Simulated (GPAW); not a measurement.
## SnO2 (1T monolayer): G0W0 on several meshes in GPAW

Wanted: mesh dependence and cost of G0W0 for SnO2 (1T monolayer).

Main program and level: GPAW 26.7.0; LDA and many-body steps on it, plane waves.

## Step 1: The structure

The cell holds 3 atoms: 1 Sn and 2 O. Cell: a = 3.154 Å, b = 3.154 Å, c = 13.400 Å, α = 90.0°, β = 90.0°, γ = 120.0°. Vacuum lies along c.

As a file:

```cif
data_structure
_symmetry_space_group_name_H-M 'P 1'
_symmetry_Int_Tables_number 1
_cell_length_a 3.1538
_cell_length_b 3.1538
_cell_length_c 13.4000
_cell_angle_alpha 90.000
_cell_angle_beta 90.000
_cell_angle_gamma 120.000
_cell_volume 115.43
loop_
_atom_site_label
_atom_site_type_symbol
_atom_site_fract_x
_atom_site_fract_y
_atom_site_fract_z
_atom_site_occupancy
Sn1 Sn 0.00000 0.00000 0.50000 1
O2 O 0.33333 0.66667 0.57377 1
O3 O 0.66667 0.33333 0.42623 1
```

The structure was relaxed with LDA. The runs that relaxed it are not among those shown.

## Step 2: Empty states on the mesh, 9×9×1 mesh, 197 bands

This step: GPAW 26.7.0; DFT, LDA, plane waves, PAW.

The sums over transitions need many empty states on a uniform mesh; this step solves for them.

Input file run.py:

```python
import json
import numpy as np
from gpaw.mpi import world
from gpaw import GPAW

calc = GPAW('gs.gpw').fixed_density(kpts={'size': (9, 9, 1), 'gamma': True},
    nbands=229,
    convergence={'bands': 197},
    txt='nscf.txt')
calc.write('full.gpw', mode='all')
res = {}
kpts = calc.get_ibz_k_points()
res['kpts'] = kpts
res['eigenvalues'] = [calc.get_eigenvalues(kpt=k) for k in range(len(kpts))]
res['n_electrons'] = calc.get_number_of_electrons()

if world.rank == 0:
    with open('result.json', 'w') as f:
        json.dump(res, f, default=lambda x: x.tolist())
```

Command:

```
> mpirun -n 4 gpaw python run.py
```

Numbers of over 12 decimals in the logs are rounded to 6 here.

The program printed:

```text
Diagonalizing LCAO Hamiltonian
Converting LCAO to pw mode
convergence criteria:
- Maximum integral of absolute [eigenst]ate change: 4e-08 eV^2 / valence electron
maximum number of iterations: 100

SCF iterations
|iter     |     time |      energy | eigst |  dens |
|iter:   1|  |             | +4.52 |       |
|iter:   2|  |             | +3.32 |       |
|iter:   3|  |             | +2.24 |       |
[...]
|iter:  14|  |             | -6.73 |       |
|iter:  15|  |             | -7.20 |       |
|iter:  16|  |             | -7.51c|       |
SCF steps: 16
  __  _  _
 | _ |_)|_||  |
 |__||  | ||/\| - 26.7.0

Input parameters:
  mode=PW(ecut=600.0),
  convergence={'bands': 197},
  gpts=array([18, 18, 80]),
  kpts=MonkhorstPack(size=(9, 9, 1), gamma=True),
  maxiter=100,
  nbands=229,
  occupations=Occupations(name='fermi-dirac', width=0.001, fixmagmom=False),
  parallel={},
  xc=XC(name='LDA')
# Writing to full.gpw (mode='all')
  [... matrices ...]

timing:  # [seconds]
  Total: 0.068  # ━━━━━━━━━━━━━━━━━━━━━━━━━━━━━━━━━━━━━━━━━━━━━━━━━━━━━━━━━━━
```

Elapsed: 1.7 min, on 4 MPI ranks of Arm Neoverse V1, shared host; peak memory 1.1 GiB; 6.7 min of CPU time.

This step gave:

```yaml
gap: 3.010 eV
k_of_the_valence_top: 0.4444, -0.2222, 0
k_of_the_conduction_bottom: 0, 0, 0
least_direct_gap: 3.678 eV
k_points_computed: 12
lowest_point_of_the_top_converged_band_above_the_valence_top: 80.9689 eV
```

On this mesh the gap is 3.010 eV.

## Step 3: 9×9×1

G0W0 replaces the xc potential by the self-energy, built once from these orbitals. Only a window of levels is corrected, while the sums run over the empty bands that the input names.

This step: G0W0 on LDA, plane waves, PAW.

Input file run.py:

```python
import json
import numpy as np
from gpaw.mpi import world
from gpaw.response.g0w0 import G0W0

gw = G0W0('full.gpw',
    filename='gw',
    kpts=[0, 7],
    bands=(11, 15),
    ecut=48,
    nbands=87,
    truncation='2D',
    integrate_gamma='sphere',
    q0_correction=True,
    frequencies={'type': 'nonlinear', 'domega0': 0.15, 'omega2': 15.0},
    eta=0.1,
    nblocksmax=True)
gw.calculate()
res = {mode: {k: v for k, v in r.items() if k != 'sigma_eskwn'}
       for mode, r in gw.all_results.items()}

if world.rank == 0:
    with open('result.json', 'w') as f:
        json.dump(res, f, default=lambda x: x.tolist())
```

Command:

```
> mpirun -n 4 gpaw python run.py
```

The program printed:

```text
Using integrator: PointIntegrator
NonLinearFrequencyDescriptor(from 0.000 to 69.859 eV, 160 points)
Nonperiodic BCs:  [False False  True]
Using integrator: PointIntegrator
NonLinearFrequencyDescriptor(from 0.000 to 69.859 eV, 160 points)
Nonperiodic BCs:  [False False  True]
Applying analytical 2D correction to W:
    Evaluating Gamma point contribution to W on a 19x19x1 grid
  ___  _ _ _
 |   || | | |
 | | || | | |
 |__ ||_____|
 |___|

BZ k-points: Symmetries present (total): 12

  [... matrices ...]
81 k-points: 9 x 9 x 1 Monkhorst-Pack grid
12 k-points in the irreducible part of the Brillouin zone
       k-points in crystal coordinates                weights
   0:     0.00000000    0.00000000    0.00000000          1/81
   1:     0.11111111    0.00000000    0.00000000          6/81
   2:     0.22222222   -0.11111111    0.00000000          6/81
   3:     0.22222222    0.00000000    0.00000000          6/81
   4:     0.33333333   -0.11111111    0.00000000         12/81
   5:     0.33333333    0.00000000    0.00000000          6/81
   6:     0.33333333    0.33333333    0.00000000          2/81
   7:     0.44444444   -0.22222222    0.00000000          6/81
   8:     0.44444444   -0.11111111    0.00000000         12/81
   9:     0.44444444    0.00000000    0.00000000          6/81
          ...
  11:     0.44444444    0.44444444    0.00000000          6/81

Distributing spins, k-points and bands (1 x 2 x 4) over 1 process
Number of blocks: 4

Quasi particle states:
k-points (IBZ indices): [0, 7]
Band range: (11, 15)
  [... matrices ...]
Computational parameters:
Plane wave cut-off: 48 eV
Number of bands: 87
Coulomb cutoff: 2D
Broadening: 0.1 eV

fxc modes: GW
Kernel: RPA
Using full-frequency real axis integration
Summing all q:

Calculating screened Coulomb potential
2D Coulomb truncation
NonLinearFrequencyDescriptor(from 0.000 to 69.859 eV, 160 points)
Removing empty qpoint cache files...

Calculating chi0 body with:
    Ground state adapter containing:
    Number of spins: 1
    Number of kpoints: 81
    Number of irreducible kpoints: 12
    Number of completely occupied states: 13
    Number of partially occupied states: 13
    Occupied states memory: 5.1416015625 M / cpu

    Linear response parametrization:
    q_c: [0.0, 0.0, 0.0]
    Number of frequency points: 160
    Planewave cutoff: 48.0
    Number of bands: 87
    Number of planewaves: 81
    Broadening (eta): 0.1
    comm.size: 4
    kncomm.size: 1
    blockcomm.size: 4

    Memory estimate of potentially large arrays:
        chi0_wGG: 4.004517 M / cpu
Integrating chi0 body.

Symmetries of q_c:
    Direct symmetries (Uq -> q): 12
    Indirect symmetries (TUq -> q): 0
In total 12 allowed symmetries.

  [... matrices ...]
12 groups of equivalent kpoints. 85.185185% reduction.

Integral kind: spectral function
Integrating chi0 head and wings.

Symmetries of q_c:
    Direct symmetries (Uq -> q): 12
    Indirect symmetries (TUq -> q): 0
In total 12 allowed symmetries.

  [... matrices ...]
12 groups of equivalent kpoints. 85.185185% reduction.

Integral kind: spectral function wings

Calculating chi0 body with:
    Ground state adapter containing:
    Number of spins: 1
    Number of kpoints: 81
    Number of irreducible kpoints: 12
    Number of completely occupied states: 13
    Number of partially occupied states: 13
    Occupied states memory: 5.1416015625 M / cpu

[... the further q-points ...]

Results:
f:      Occupation numbers
eps:     KS-eigenvalues [eV]
vxc:     KS vxc [eV]
exx:     Exact exchange [eV]
sigma:   Self-energies [eV]
dsigma:  Self-energy derivatives
Z:       Renormalization factors
qp:      QP-energies [eV]

k-point 0 (0): (0.000, 0.000, 0.000)                GW
band       f     eps     vxc     exx   sigma  dsigma       Z      qp
                                                                   GW
  11   1.000  -5.103 -22.066 -26.849   3.800  -0.289   0.776  -5.865
  12   1.000  -5.103 -22.066 -26.849   3.800  -0.289   0.776  -5.865
  13   0.000  -1.425 -17.378 -13.263  -1.734  -0.192   0.839   0.572
  14   0.000   1.551 -14.806  -9.908  -2.431  -0.188   0.842   3.628

k-point 1 (7): (0.444, -0.222, 0.000)                GW
band       f     eps     vxc     exx   sigma  dsigma       Z      qp
                                                                   GW
  11   1.000  -4.995 -20.582 -25.890   4.072  -0.309   0.764  -5.939
  12   1.000  -4.436 -20.883 -26.396   4.288  -0.302   0.768  -5.377
  13   0.000   1.829 -21.069 -14.998  -2.352  -0.246   0.802   4.812
  14   0.000   4.442 -13.497  -7.808  -2.996  -0.217   0.822   6.655
```

Wall time 1.8 min (4 MPI ranks); peak memory 1.9 GiB; 7.3 min of CPU time.

Numbers from this step:

| Property | Result |
| --- | --- |
| G0W0 gap on the points computed | 5.949 eV |
| least direct G0W0 gap on the computed points | 6.437 eV |
| Z at the valence top | 0.7680 |
| Z at the conduction bottom | 0.8391 |
| starting gap on the mesh | 3.010 eV |
| k of the valence top | 0.4444, -0.2222, 0 |
| k of the conduction bottom | 0, 0, 0 |

The gap on the mesh goes from 3.01 eV to 5.95 eV, a correction of +2.94 eV.

## Step 4: Empty states on the mesh, 6×6×1 mesh, 97 bands

This step: DFT, LDA, plane waves, PAW.

Input file run.py:

```python
import json
import numpy as np
from gpaw.mpi import world
from gpaw import GPAW

calc = GPAW('gs.gpw').fixed_density(kpts={'size': (6, 6, 1), 'gamma': True},
    nbands=113,
    convergence={'bands': 97},
    txt='nscf.txt')
calc.write('full.gpw', mode='all')
res = {}
kpts = calc.get_ibz_k_points()
res['kpts'] = kpts
res['eigenvalues'] = [calc.get_eigenvalues(kpt=k) for k in range(len(kpts))]
res['n_electrons'] = calc.get_number_of_electrons()

if world.rank == 0:
    with open('result.json', 'w') as f:
        json.dump(res, f, default=lambda x: x.tolist())
```

Command:

```
> mpirun -n 4 gpaw python run.py
```

The program printed:

```text
Diagonalizing LCAO Hamiltonian
Converting LCAO to pw mode
convergence criteria:
- Maximum integral of absolute [eigenst]ate change: 4e-08 eV^2 / valence electron
maximum number of iterations: 100

SCF iterations
|iter     |     time |      energy | eigst |  dens |
|iter:   1|  |             | +4.10 |       |
|iter:   2|  |             | +2.78 |       |
|iter:   3|  |             | +1.62 |       |
[...]
|iter:  13|  |             | -6.68 |       |
|iter:  14|  |             | -7.25 |       |
|iter:  15|  |             | -7.47c|       |
SCF steps: 15
  __  _  _
 | _ |_)|_||  |
 |__||  | ||/\| - 26.7.0

Input parameters:
  mode=PW(ecut=600.0),
  convergence={'bands': 97},
  gpts=array([18, 18, 80]),
  kpts=MonkhorstPack(size=(6, 6, 1), gamma=True),
  maxiter=100,
  nbands=113,
  occupations=Occupations(name='fermi-dirac', width=0.001, fixmagmom=False),
  parallel={},
  xc=XC(name='LDA')
# Writing to full.gpw (mode='all')
  [... matrices ...]

timing:  # [seconds]
  Total: 0.040  # ━━━━━━━━━━━━━━━━━━━━━━━━━━━━━━━━━━━━━━━━━━━━━━━━━━━━━━━━━━━
```

It took 26 s on 4 MPI ranks; peak memory 0.89 GiB.

This step gave:

```
gap                                                           : 3.022 eV
k of the valence top                                          : 0.5, 0.3333, 0
k of the conduction bottom                                    : 0, 0, 0
least direct gap                                              : 3.678 eV
k points computed                                             : 7
lowest point of the top converged band, above the valence top : 49.69 eV
```

On this mesh the gap is 3.022 eV.

## Step 5: 6×6×1

This step: G0W0 on LDA, plane waves, PAW.

Input file run.py:

```python
import json
import numpy as np
from gpaw.mpi import world
from gpaw.response.g0w0 import G0W0

gw = G0W0('full.gpw',
    filename='gw',
    kpts=[0, 5],
    bands=(11, 15),
    ecut=48,
    nbands=87,
    truncation='2D',
    integrate_gamma='sphere',
    q0_correction=True,
    frequencies={'type': 'nonlinear', 'domega0': 0.15, 'omega2': 15.0},
    eta=0.1,
    nblocksmax=True)
gw.calculate()
res = {mode: {k: v for k, v in r.items() if k != 'sigma_eskwn'}
       for mode, r in gw.all_results.items()}

if world.rank == 0:
    with open('result.json', 'w') as f:
        json.dump(res, f, default=lambda x: x.tolist())
```

Command:

```
> mpirun -n 4 gpaw python run.py
```

The program printed:

```text
Using integrator: PointIntegrator
NonLinearFrequencyDescriptor(from 0.000 to 69.859 eV, 160 points)
Nonperiodic BCs:  [False False  True]
Using integrator: PointIntegrator
NonLinearFrequencyDescriptor(from 0.000 to 69.859 eV, 160 points)
Nonperiodic BCs:  [False False  True]
Applying analytical 2D correction to W:
    Evaluating Gamma point contribution to W on a 27x27x1 grid
  ___  _ _ _
 |   || | | |
 | | || | | |
 |__ ||_____|
 |___|

BZ k-points: Symmetries present (total): 12

  [... matrices ...]
36 k-points: 6 x 6 x 1 Monkhorst-Pack grid + [1/12,1/12,0.000000]
7 k-points in the irreducible part of the Brillouin zone
       k-points in crystal coordinates                weights
   0:     0.00000000    0.00000000    0.00000000          1/36
   1:     0.16666667    0.00000000    0.00000000          6/36
   2:     0.33333333   -0.16666667    0.00000000          6/36
   3:     0.33333333    0.00000000    0.00000000          6/36
   4:     0.33333333    0.33333333    0.00000000          2/36
   5:     0.50000000    0.33333333    0.00000000         12/36
   6:     0.50000000    0.50000000    0.00000000          3/36

Distributing spins, k-points and bands (1 x 2 x 4) over 1 process
Number of blocks: 4

Quasi particle states:
k-points (IBZ indices): [0, 5]
Band range: (11, 15)
  [... matrices ...]
Computational parameters:
Plane wave cut-off: 48 eV
Number of bands: 87
Coulomb cutoff: 2D
Broadening: 0.1 eV

fxc modes: GW
Kernel: RPA
Using full-frequency real axis integration
Summing all q:

Calculating screened Coulomb potential
2D Coulomb truncation
NonLinearFrequencyDescriptor(from 0.000 to 69.859 eV, 160 points)
Removing empty qpoint cache files...

Calculating chi0 body with:
    Ground state adapter containing:
    Number of spins: 1
    Number of kpoints: 36
[...]
q_c: [1.3877787807814457e-17, 1.3877787807814457e-17, 0.0]
    Number of frequency points: 160
    Planewave cutoff: 48.0
    Number of bands: 87
    Number of planewaves: 81
    Broadening (eta): 0.1
    comm.size: 4
    kncomm.size: 1
    blockcomm.size: 4

    Memory estimate of potentially large arrays:
        chi0_wGG: 4.004517 M / cpu
Integrating chi0 body.

Symmetries of q_c:
    Direct symmetries (Uq -> q): 12
    Indirect symmetries (TUq -> q): 0
In total 12 allowed symmetries.

  [... matrices ...]
7 groups of equivalent kpoints. 80.555556% reduction.

Integral kind: spectral function
Integrating chi0 head and wings.

Symmetries of q_c:
    Direct symmetries (Uq -> q): 12
    Indirect symmetries (TUq -> q): 0
In total 12 allowed symmetries.

  [... matrices ...]
7 groups of equivalent kpoints. 80.555556% reduction.

Integral kind: spectral function wings

Calculating chi0 body with:
    Ground state adapter containing:
    Number of spins: 1
    Number of kpoints: 36
    Number of irreducible kpoints: 7
    Number of completely occupied states: 13
    Number of partially occupied states: 13
[... the further q-points ...]

Results:
f:      Occupation numbers
eps:     KS-eigenvalues [eV]
vxc:     KS vxc [eV]
exx:     Exact exchange [eV]
sigma:   Self-energies [eV]
dsigma:  Self-energy derivatives
Z:       Renormalization factors
qp:      QP-energies [eV]

k-point 0 (0): (0.000, 0.000, 0.000)                GW
band       f     eps     vxc     exx   sigma  dsigma       Z      qp
                                                                   GW
  11   1.000  -5.103 -22.066 -26.853   3.742  -0.289   0.776  -5.914
  12   1.000  -5.103 -22.066 -26.853   3.742  -0.289   0.776  -5.914
  13   0.000  -1.425 -17.378 -13.246  -1.680  -0.171   0.854   0.669
[...]
k-point 1 (5): (0.500, 0.333, 0.000)                GW
band       f     eps     vxc     exx   sigma  dsigma       Z      qp
                                                                   GW
[...]
13   0.000   1.914 -20.716 -14.585  -2.323  -0.230   0.813   5.011
  14   0.000   4.171 -14.468  -8.614  -2.982  -0.199   0.834   6.566
```

Run time: 32 s. Hardware: 4 MPI ranks; peak memory 1.4 GiB.

This step gave:

| Property | Result |
| --- | --- |
| G0W0 gap on the points computed | 6.123 eV |
| least direct G0W0 gap on the computed points | 6.583 eV |
| Z at the valence top | 0.7731 |
| Z at the conduction bottom | 0.8540 |
| starting gap on the mesh | 3.022 eV |
| k of the valence top | 0.5, 0.3333, 0 |
| k of the conduction bottom | 0, 0, 0 |

Against G0W0 in GPAW (9×9×1 mesh, 87 bands, screening to 48 eV, full frequency, Hilbert transform), the gap moves by +0.174 eV.

## Step 6: Side by side

Times are wall times on 4 MPI ranks of Arm Neoverse V1, shared host, good to a factor of about two.

| run | mesh | bands | screening cutoff (eV) | DFT gap (eV) | gap on the mesh (eV) | direct (eV) | time |
| --- | --- | --- | --- | --- | --- | --- | --- |
| 9×9×1 | 9×9×1 | 87 | 48 | 3.010 | 5.949 | 6.437 | 1.8 min |
| 6×6×1 | 6×6×1 | 87 | 48 | 3.022 | 6.123 | 6.583 | 32 s |

## Step 7: Results

```yaml
9x9x1: 5.949 eV
6x6x1: 6.123 eV
known_limits: not at the basis limit; no spin-orbit coupling
```

What this shows: 6×6×1: +0.174 eV against 9×9×1, +0.012 eV of it in the start. Bands and cutoff are finite, so the gap is not at the basis limit. The miss can reach some tenths of an eV and take either sign; the mesh is an error of its own. These stock PAW sets were not made for GW. In the G0W0 runs levels were corrected at 2 k points alone, so a gap called «on the mesh» is the least over those, and an edge elsewhere would be missed. The many-body steps are scalar-relativistic: spin-orbit coupling is not in them.

[Paths, hosts, dates, memory and timing lines, banners, echoed tables and standing remarks are left out of the program output.]

[Logs are printed without paths, hosts, clocks, repeated set-up lines and the standing remarks that a program may print on its own settings, such as how far it seeks lower states.]

[Runs of the session that timed out or met a known fault of the program may be left out.]

[Hosts, paths, dates, database ids (printed as entryN), source tags and the programs' standing remarks are cut or masked in the printed files.]
